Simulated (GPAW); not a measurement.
# NaI (Fm-3m) in GPAW: a series of runs

One crystal, NaI, is run at these levels: PBEsol, SCAN, RPBE, LDA; tasks: band structure, dielectric tensor.

All numbers are computed with GPAW 26.7.0; they aren't measurements. Logs are shortened: lines on timing, memory, paths and dates and some standing lists are left out, and cuts for length are marked. The log counts tension as positive stress, the text compression.

**Experimental background.**

A printed reference work, monograph reports, for a bulk crystal of NaI: high-frequency dielectric constant 3.01.

The runs below are set against these values where they give the same quantity.

## Step 1: The structure

It takes space group Fm-3m (No. 225, cubic). The conventional cell has a = 6.473 Å, b = 6.473 Å, c = 6.473 Å, α = 90.00°, β = 90.00°, γ = 90.00°. I (site symmetry m-3m) has 6 Na at 3.24 Å as nearest neighbours. Around Na (site symmetry m-3m) lie 6 I at 3.24 Å.

## Step 2: Band structure, PBEsol, spin-orbit coupling, no magnetisation

run.py reads:

```python
import numpy as np
import spglib
from ase import Atoms
from ase.dft.bandgap import bandgap
from ase.io import read, write
from ase.units import GPa
from gpaw import GPAW, PW, setup_paths
from gpaw.spinorbit import soc_eigenstates

setup_paths.insert(0, '.')

atoms = read('NaI.cif')
cell, positions, numbers = spglib.find_primitive(
    (atoms.cell[:], atoms.get_scaled_positions(), atoms.numbers), symprec=1e-4)
atoms = Atoms(numbers, cell=cell, scaled_positions=positions, pbc=True)

calc = GPAW(mode=PW(800),
            xc='PBEsol',
            kpts={'size': (6, 6, 6), 'gamma': True},
            occupations={'name': 'fermi-dirac', 'width': 0.05},
            nbands=15,
            convergence={'density': 1e-05, 'energy': 1e-05},
            maxiter=150,
            txt='gpaw.txt')
atoms.calc = calc
energy = atoms.get_potential_energy()
forces = atoms.get_forces()
stress = atoms.get_stress()
calc.write('gs.gpw')
write('result.traj', atoms)
print(f'Energy: {energy:.6f} eV')
print('Forces (eV/A):')
print(forces.round(4))
print('Stress (GPa):', (stress / GPa).round(3))
print('Fermi level:', round(calc.get_fermi_level(), 4), 'eV')
print(f'Gap: {bandgap(calc)[0]:.4f} eV, direct: {bandgap(calc, direct=True)[0]:.4f} eV')

path = atoms.cell.bandpath('GXWKGLUWLK,UX', npoints=80, eps=1e-4)
bs_calc = calc.fixed_density(kpts=path, symmetry='off', nbands=28,
                             convergence={'bands': 'CBM+6.0', 'eigenstates': 1e-6}, txt='bands.txt')
bs = bs_calc.band_structure()
bs.write('bs.json')
print(f'Gap on the path: {bandgap(bs_calc)[0]:.4f} eV')

soc = soc_eigenstates(bs_calc, theta=90, phi=0)
np.savetxt('soc_bands.dat', soc.eigenvalues(), fmt='%.4f')
mesh = soc_eigenstates('gs.gpw', theta=90, phi=0)
np.savetxt('soc_mesh.dat', mesh.eigenvalues(), fmt='%.4f')
print('Fermi level with spin-orbit coupling:', round(mesh.fermi_level, 4), 'eV')
```

NaI.cif reads:

```cif
data_NaI
_cell_length_a 6.47280000
_cell_length_b 6.47280000
_cell_length_c 6.47280000
_cell_angle_alpha 90.00000000
_cell_angle_beta 90.00000000
_cell_angle_gamma 90.00000000
_space_group_name_H-M_alt 'Fm-3m'
_space_group_name_Hall '-F 4 2 3'
_space_group_IT_number 225
loop_
_space_group_symop_operation_xyz
'x,y,z'
'-x,-y,-z'
'-y,x,z'
'y,-x,-z'
'-x,-y,z'
'x,y,-z'
'y,-x,z'
'-y,x,-z'
'x,-y,-z'
'-x,y,z'
'-y,-x,-z'
'y,x,z'
'-x,y,-z'
'x,-y,z'
'y,x,-z'
'-y,-x,z'
'z,x,y'
'-z,-x,-y'
'z,-y,x'
'-z,y,-x'
'z,-x,-y'
'-z,x,y'
'z,y,-x'
'-z,-y,x'
'-z,x,-y'
'z,-x,y'
'-z,-y,-x'
'z,y,x'
'-z,-x,y'
'z,x,-y'
'-z,y,x'
'z,-y,-x'
'y,z,x'
'-y,-z,-x'
'x,z,-y'
'-x,-z,y'
'-y,z,-x'
'y,-z,x'
'-x,z,y'
'x,-z,-y'
'-y,-z,x'
'y,z,-x'
'-x,-z,-y'
'x,z,y'
'y,-z,-x'
'-y,z,x'
'x,-z,y'
'-x,z,-y'
'x,y+1/2,z+1/2'
'-x,-y+1/2,-z+1/2'
'-y,x+1/2,z+1/2'
'y,-x+1/2,-z+1/2'
[... 63 lines left out ...]
'-z+1/2,y,-x+1/2'
'z+1/2,-x,-y+1/2'
'-z+1/2,x,y+1/2'
'z+1/2,y,-x+1/2'
'-z+1/2,-y,x+1/2'
'-z+1/2,x,-y+1/2'
'z+1/2,-x,y+1/2'
'-z+1/2,-y,-x+1/2'
'z+1/2,y,x+1/2'
'-z+1/2,-x,y+1/2'
'z+1/2,x,-y+1/2'
'-z+1/2,y,x+1/2'
'z+1/2,-y,-x+1/2'
'y+1/2,z,x+1/2'
'-y+1/2,-z,-x+1/2'
'x+1/2,z,-y+1/2'
'-x+1/2,-z,y+1/2'
'-y+1/2,z,-x+1/2'
'y+1/2,-z,x+1/2'
'-x+1/2,z,y+1/2'
'x+1/2,-z,-y+1/2'
'-y+1/2,-z,x+1/2'
'y+1/2,z,-x+1/2'
'-x+1/2,-z,-y+1/2'
'x+1/2,z,y+1/2'
'y+1/2,-z,-x+1/2'
'-y+1/2,z,x+1/2'
'x+1/2,-z,y+1/2'
'-x+1/2,z,-y+1/2'
'x+1/2,y+1/2,z'
'-x+1/2,-y+1/2,-z'
'-y+1/2,x+1/2,z'
'y+1/2,-x+1/2,-z'
'-x+1/2,-y+1/2,z'
'x+1/2,y+1/2,-z'
'y+1/2,-x+1/2,z'
'-y+1/2,x+1/2,-z'
'x+1/2,-y+1/2,-z'
'-x+1/2,y+1/2,z'
'-y+1/2,-x+1/2,-z'
'y+1/2,x+1/2,z'
'-x+1/2,y+1/2,-z'
'x+1/2,-y+1/2,z'
'y+1/2,x+1/2,-z'
'-y+1/2,-x+1/2,z'
'z+1/2,x+1/2,y'
'-z+1/2,-x+1/2,-y'
'z+1/2,-y+1/2,x'
'-z+1/2,y+1/2,-x'
'z+1/2,-x+1/2,-y'
'-z+1/2,x+1/2,y'
'z+1/2,y+1/2,-x'
'-z+1/2,-y+1/2,x'
'-z+1/2,x+1/2,-y'
'z+1/2,-x+1/2,y'
'-z+1/2,-y+1/2,-x'
'z+1/2,y+1/2,x'
'-z+1/2,-x+1/2,y'
'z+1/2,x+1/2,-y'
'-z+1/2,y+1/2,x'
'z+1/2,-y+1/2,-x'
'y+1/2,z+1/2,x'
'-y+1/2,-z+1/2,-x'
'x+1/2,z+1/2,-y'
'-x+1/2,-z+1/2,y'
'-y+1/2,z+1/2,-x'
'y+1/2,-z+1/2,x'
'-x+1/2,z+1/2,y'
'x+1/2,-z+1/2,-y'
'-y+1/2,-z+1/2,x'
'y+1/2,z+1/2,-x'
'-x+1/2,-z+1/2,-y'
'x+1/2,z+1/2,y'
'y+1/2,-z+1/2,-x'
'-y+1/2,z+1/2,x'
'x+1/2,-z+1/2,y'
'-x+1/2,z+1/2,-y'
loop_
_atom_site_label
_atom_site_type_symbol
_atom_site_symmetry_multiplicity
_atom_site_Wyckoff_symbol
_atom_site_fract_x
_atom_site_fract_y
_atom_site_fract_z
_atom_site_occupancy
I1 I 4 b 0.5000000000 0.0000000000 0.0000000000 1
Na1 Na 4 a 0.0000000000 0.0000000000 0.0000000000 1
```

Potentials or basis: PAW data sets generated in the run's folder for this functional, pw.

Launch:

```bash
$ gpaw-setup -f PBEsol I Na
$ OMP_NUM_THREADS=1 python run.py
```

gpaw.txt:

```text
__  _  _
 | _ |_)|_||  |
 |__||  | ||/\| - 26.7.0

Input parameters:
  mode=PW(ecut=800.0),
  convergence={'density': 1e-05, 'energy': 1e-05},
  kpts=MonkhorstPack(size=(6, 6, 6), gamma=True),
  maxiter=150,
  nbands=15,
  occupations=Occupations(name='fermi-dirac', width=0.05),
  xc=XC(name='PBEsol')

Diagonalizing LCAO Hamiltonian
Converting LCAO to pw mode

                 I

       Na

Atoms  # Å, Bohr magnetons
|   | symbol |        x |        y |        z |    initial magnetic moments |
|---|--------|----------|----------|----------|-----------------------------|
| 0 |      I | 3.236400 | 3.236400 | 3.236400 | ( 0.0000,  0.0000,  0.0000) |
| 1 |     Na | 0.000000 | 0.000000 | 0.000000 | ( 0.0000,  0.0000,  0.0000) |

Unit cell  # Å
| periodic |        x |        y |        z |  lengths |    angles |
|----------|----------|----------|----------|----------|-----------|
|      yes | 0.000000 | 3.236400 | 3.236400 | 4.576961 | 60.000000 |
|      yes | 3.236400 | 0.000000 | 3.236400 | 4.576961 | 60.000000 |
|      yes | 3.236400 | 3.236400 | 0.000000 | 4.576961 | 60.000000 |

Number of symmetries: 48
Symmetry operations  # r_c * U_cc + t_c -> r_c
|    | kind |            matrix            |
|----|------|------------------------------|
|  0 |  σ   |  1, 0, 0,  1, 0,-1,  1,-1, 0 |
|  1 |  C2  |  1, 0, 0,  1,-1, 0,  1, 0,-1 |
|  2 |  E   |  1, 0, 0,  0, 1, 0,  0, 0, 1 |
|  3 |  σ   |  1, 0, 0,  0, 0, 1,  0, 1, 0 |
|  4 |  C4  |  1, 0,-1,  1, 0, 0,  1,-1, 0 |
|  5 |  S6  |  1, 0,-1,  1,-1, 0,  1, 0, 0 |
|  6 |  σ   |  1, 0,-1,  0, 1,-1,  0, 0,-1 |
|  7 |  C3  |  1, 0,-1,  0, 0,-1,  0, 1,-1 |
|  8 |  S6  |  1,-1, 0,  1, 0, 0,  1, 0,-1 |
|  9 |  C4  |  1,-1, 0,  1, 0,-1,  1, 0, 0 |
| 10 |  C3  |  1,-1, 0,  0,-1, 1,  0,-1, 0 |
| 11 |  σ   |  1,-1, 0,  0,-1, 0,  0,-1, 1 |
| 12 |  σ   |  0, 1, 0,  1, 0, 0,  0, 0, 1 |
| 13 |  C4  |  0, 1, 0,  0, 1,-1, -1, 1, 0 |
| 14 |  C3  |  0, 1, 0,  0, 0, 1,  1, 0, 0 |
| 15 |  S6  |  0, 1, 0, -1, 1, 0,  0, 1,-1 |
| 16 |  C2  |  0, 1,-1,  1, 0,-1,  0, 0,-1 |
| 17 |  σ   |  0, 1,-1,  0, 1, 0, -1, 1, 0 |
| 18 |  S4  |  0, 1,-1,  0, 0,-1,  1, 0,-1 |
| 19 |  C4  |  0, 1,-1, -1, 1, 0,  0, 1, 0 |
| 20 |  C3  |  0, 0, 1,  1, 0, 0,  0, 1, 0 |
| 21 |  σ   |  0, 0, 1,  0, 1, 0,  1, 0, 0 |
| 22 |  S6  |  0, 0, 1,  0,-1, 1, -1, 0, 1 |
| 23 |  C4  |  0, 0, 1, -1, 0, 1,  0,-1, 1 |
| 24 |  S4  |  0, 0,-1,  1, 0,-1,  0, 1,-1 |
| 25 |  C3  |  0, 0,-1,  0, 1,-1,  1, 0,-1 |
| 26 |  C2  |  0, 0,-1,  0,-1, 0, -1, 0, 0 |
| 27 |  S6  |  0, 0,-1, -1, 0, 0,  0,-1, 0 |
| 28 |  S4  |  0,-1, 1,  1,-1, 0,  0,-1, 0 |
| 29 |  C4  |  0,-1, 1,  0, 0, 1, -1, 0, 1 |
| 30 |  C2  |  0,-1, 1,  0,-1, 0,  1,-1, 0 |
| 31 |  σ   |  0,-1, 1, -1, 0, 1,  0, 0, 1 |
| 32 |  C3  |  0,-1, 0,  1,-1, 0,  0,-1, 1 |
| 33 |  S6  |  0,-1, 0,  0, 0,-1, -1, 0, 0 |
| 34 |  S4  |  0,-1, 0,  0,-1, 1,  1,-1, 0 |
| 35 |  C2  |  0,-1, 0, -1, 0, 0,  0, 0,-1 |
| 36 |  C2  | -1, 1, 0,  0, 1, 0,  0, 1,-1 |
| 37 |  S6  | -1, 1, 0,  0, 1,-1,  0, 1, 0 |
| 38 |  S4  | -1, 1, 0, -1, 0, 1, -1, 0, 0 |
| 39 |  C3  | -1, 1, 0, -1, 0, 0, -1, 0, 1 |
| 40 |  S6  | -1, 0, 1,  0, 0, 1,  0,-1, 1 |
| 41 |  C2  | -1, 0, 1,  0,-1, 1,  0, 0, 1 |
| 42 |  C3  | -1, 0, 1, -1, 1, 0, -1, 0, 0 |
| 43 |  S4  | -1, 0, 1, -1, 0, 0, -1, 1, 0 |
| 44 |  C2  | -1, 0, 0,  0, 0,-1,  0,-1, 0 |
| 45 |  i   | -1, 0, 0,  0,-1, 0,  0, 0,-1 |
| 46 |  σ   | -1, 0, 0, -1, 1, 0, -1, 0, 1 |
| 47 |  C2  | -1, 0, 0, -1, 0, 1, -1, 1, 0 |

BZ-sampling:
  Number of BZ points: 216
  Number of IBZ points: 16

  Monkhorst-Pack size: [6, 6, 6]
  Monkhorst-Pack shift: [0.08333333333333333, 0.08333333333333333, 0.08333333333333333]

K-points  # in reciprocal-cell coordinates
|     |                                coordinates |     weight |
|-----|--------------------------------------------|------------|
|   0 | (  0.00000000,   0.00000000,   0.00000000) | 0.00462963 |
|   1 | (  0.16666667,   0.16666667,   0.00000000) | 0.02777778 |
|   2 | (  0.16666667,   0.16666667,   0.16666667) | 0.03703704 |
|   3 | (  0.33333333,   0.16666667,   0.16666667) | 0.05555556 |
|   4 | (  0.33333333,   0.33333333,  -0.33333333) | 0.05555556 |
|   5 | (  0.33333333,   0.33333333,   0.00000000) | 0.02777778 |
|   6 | (  0.33333333,   0.33333333,   0.16666667) | 0.11111111 |
|   7 | (  0.33333333,   0.33333333,   0.33333333) | 0.03703704 |
|   8 | (  0.50000000,   0.33333333,  -0.33333333) | 0.11111111 |
|   9 | (  0.50000000,   0.33333333,  -0.16666667) | 0.05555556 |
| ... |                                            |            |
|  15 | (  0.50000000,   0.50000000,   0.50000000) | 0.01851852 |

Plane wave coefficients: 3515
Cutoff: 800.0 eV

Spin-components: 1 (collinear spins)
Bands:           15
Projectors:      10
Spin-degeneracy: 2
Datatype:        complex128

Parallelization:
  kpt:    1
  domain: 1
  band:   1

Density:
  Valence electrons: 14.0
  Components: 1
  Grid points: [30 30 30]
  Charge: 0.0  # |e|

Potential:
  Grid points: [30 30 30]

species:
  I:
    name:    Iodine
    Z:       53.0
    valence: 7
    core:    46
    charge:  0.0  # [|e|]
    compensation charges:
      type: gauss
      rc: 0.37  # [Å]
      lmax: 2
    cutoffs:
      filter: 2.06  # [Å]
      core: 2.90  # [Å]
    projectors
    | kind |    occ | energy [eV] | rcut [Å] |
    |------|--------|-------------|----------|
    |   5s |  2.000 |     -17.423 |    1.164 |
    |   5p |  5.000 |      -7.100 |    1.164 |
    |    s |        |       9.788 |    1.164 |
    |    p |        |      20.112 |    1.164 |
    |    d |        |       0.000 |    1.164 |

    Using partial waves for I as LCAO basis

  Na:
    name:    Sodium
    Z:       11.0
    valence: 7
    core:    4
    charge:  0.0  # [|e|]
    compensation charges:
      type: gauss
      rc: 0.37  # [Å]
      lmax: 2
    cutoffs:
      filter: 2.17  # [Å]
      core: 2.59  # [Å]
    projectors
    | kind |    occ | energy [eV] | rcut [Å] |
    |------|--------|-------------|----------|
    |   3s |  1.000 |      -2.705 |    1.201 |
    |   2p |  6.000 |     -28.654 |    1.217 |
    |   3p |  0.000 |      -0.730 |    1.217 |
    |    s |        |      24.506 |    1.201 |
    |    d |        |       0.000 |    1.238 |

    Using partial waves for Na as LCAO basis

Reference energy: -197867.982804  # eV

eigensolver:
  PPCG
  Converge bands: occupied
  niter=2

density mixing:
  MSR1-Mixer
  Pratt-step length: 0.05
  Maximum mixing coefficient: 0.75
  Old densities: 10
  SVD Regularization: 0.005
  Good broyden scale: 1.0
  Trust region scale: 1.0
  Backstep threshold: 4.0
  History deletion threshold: 6.0
  Fourier metric: weight=20.0, sigma=0.015

occupation numbers:
  Fermi-Dirac:
    width: 0.0500  # eV

poisson solver:
  ecut: 6400.0  # eV

xc functional:
  name: PBEsol with 2 nearest neighbor stencil

convergence criteria:
- Maximum integral of absolute [dens]ity change: 1e-05 electrons / valence electron
- Maximum [total energy] change in last 3 cyles: 1e-05 eV / valence electron
- Maximum integral of absolute [eigenst]ate change: 4e-08 eV^2 / valence electron
maximum number of iterations: 150

SCF iterations
|iter     | |      energy | eigst |  dens |
|---------|-|-------------|-------|-------|
|iter:   1| |   -5.675474 | -0.95 |       |
|iter:   2| |   -5.673593 | -3.23 | -1.47 |
|iter:   3| |   -5.665883 | -3.03 | -1.49 |
|iter:   4| |   -5.667158 | -4.18 | -2.07 |
|iter:   5| |   -5.667262 | -5.30 | -2.80 |
|iter:   6| |   -5.667271c| -6.26 | -3.38 |
|iter:   7| |   -5.667271c| -7.81c| -4.38 |
|iter:   8| |   -5.667271c| -8.13c| -5.02c|

Converged in 8 steps
Energy contributions relative to reference atoms: (reference = -197867.982804)

Energy contributions:
  Kinetic:           7.889011
  Coulomb:          -8.015049
  Zero:             -0.045895
  External:          0.000000
  Xc:               -5.495338
  Entropy:          -0.000000
  Spinorbit:         0.000000
  ----------------------------
  Free energy:      -5.667271
  Extrapolated:     -5.667271

dipole moment: (-6.049370, -6.049370, -6.049370)  # |e|*Ang

Fermi level: 2.243
Eigenvalues  # (at kpt = [0.000, 0.000, 0.000])
| band index |      eig [eV] | occ [0-2] |
|------------|---------------|-----------|
|          0 |       -21.669 |     2.000 |
|          1 |       -21.669 |     2.000 |
|          2 |       -21.669 |     2.000 |
|          3 |       -10.421 |     2.000 |
|          4 |         0.615 |     2.000 |
|          5 |         0.615 |     2.000 |
|          6 |         0.615 |     2.000 |
|          7 |         4.138 |     0.000 |
|          8 |         8.496 |     0.000 |
|          9 |         8.496 |     0.000 |
|         10 |         8.496 |     0.000 |
|         11 |        10.394 |     0.000 |
|         12 |        10.394 |     0.000 |
|         13 |        10.989 |     0.000 |
|         14 |        12.224 |     0.000 |

Gap: 3.523 eV
Transition (v -> c):
  (s=0, k=0, n=6, [0.00, 0.00, 0.00]) -> (s=0, k=0, n=7, [0.00, 0.00, 0.00])
No difference between direct/indirect transitions

Forces  # eV/Ang
|       x |        y |        z |
|---------|----------|----------|
| 0.00000 | -0.00000 |  0.00000 |  # I    0
| 0.00000 | -0.00000 | -0.00000 |  # Na   1

Stress tensor  # eV/Ang^3
|        x |        y |        z |
|----------|----------|----------|
| 0.003065 | 0.000000 | 0.000000 |
| 0.000000 | 0.003065 | 0.000000 |
| 0.000000 | 0.000000 | 0.003065 |

# Writing to gs.gpw (mode='')
```

Wall time 26 s (1 thread of AMD EPYC 9R45 (Zen 5), shared host); peak memory 0.42 GiB.

Results:

| Property | Result |
| --- | --- |
| Free energy | -5.6673 eV |
| Pressure | -0.5 GPa |
| Band gap on the k mesh | 3.13 eV, direct |
| Band gap along the path | 3.13 eV, direct |

Levels at the corners of the path, in eV from the valence-band top:
```
point  band 10  band 11  band 12  band 13  band 14  band 15  band 16  band 17  band 18  band 19
    Γ    -1.20     0.00     0.00     0.00     0.00     3.13     3.13     7.48     7.48     7.48
    X    -2.51    -1.33    -1.33    -0.81    -0.81     4.06     4.06     5.05     5.05     9.29
    W    -2.32    -1.55    -1.55    -1.16    -1.16     5.41     5.41     6.91     6.91     7.09
    K    -2.38    -1.61    -1.61    -0.86    -0.86     4.77     4.77     6.20     6.20     8.18
    Γ    -1.20     0.00     0.00     0.00     0.00     3.13     3.13     7.48     7.48     7.48
    L    -2.72    -0.97    -0.97    -0.31    -0.31     4.57     4.57     7.00     7.00     7.03
    U    -2.38    -1.61    -1.61    -0.86    -0.86     4.77     4.77     6.20     6.20     8.18
    W    -2.32    -1.55    -1.55    -1.16    -1.16     5.41     5.41     6.91     6.91     7.09
    L    -2.72    -0.97    -0.97    -0.31    -0.31     4.57     4.57     7.00     7.00     7.03
    K    -2.38    -1.61    -1.61    -0.86    -0.86     4.77     4.77     6.20     6.20     8.18
    U    -2.38    -1.61    -1.61    -0.86    -0.86     4.77     4.77     6.20     6.20     8.18
    X    -2.51    -1.33    -1.33    -0.81    -0.81     4.06     4.06     5.05     5.05     9.29
```

Caveat: spin-orbit coupling was added after a scalar SCF, so levels and gaps hold it while energy, forces, pressure and moments don't; this program's spin-orbit splittings come out too wide for heavy elements.

(Continued in part 2 of 2.)
